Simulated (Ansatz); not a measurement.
Crystal: Hg.

```xyz
2
Lattice="3.4618 0.0000 0.0000 -1.7309 2.9980 0.0000 0.0000 0.0000 5.4875" Properties=species:S:1:pos:R:3 pbc="T T T"
Hg    0.0000    1.9987    1.3719
Hg    1.7309    0.9993    4.1157
```

Base run:

| Quantity | Value |
| --- | --- |
| Program | Ansatz 0.2.0 |
| Functional | RPBE |
| Potentials or basis | Ansatz PAW |
| Cutoff | 420 eV (not typed: the program's choice for these potentials) |
| k mesh | 9 × 9 × 5 |
| Occupations | gaussian, width 0.05 eV |
| Spin | no spin polarisation |

Its results: band gap on the k mesh none (metal or under the smearing width); pressure 3.4 GPa.

The run is repeated on the same cell with these changes: functional from RPBE to LDA; occupations from gaussian, width 0.05 eV to methfessel-paxton, width 0.1 eV. What comes out?

Band gap on the k mesh none (metal or under the smearing width); pressure -4.2 GPa.

Caveats: the PAW data sets come from PBE, with cores solved anew for the run's functional, which leaves a small shift of forces and pressure; spin-orbit coupling is left out, which moves the levels of the heavy elements (some runs).
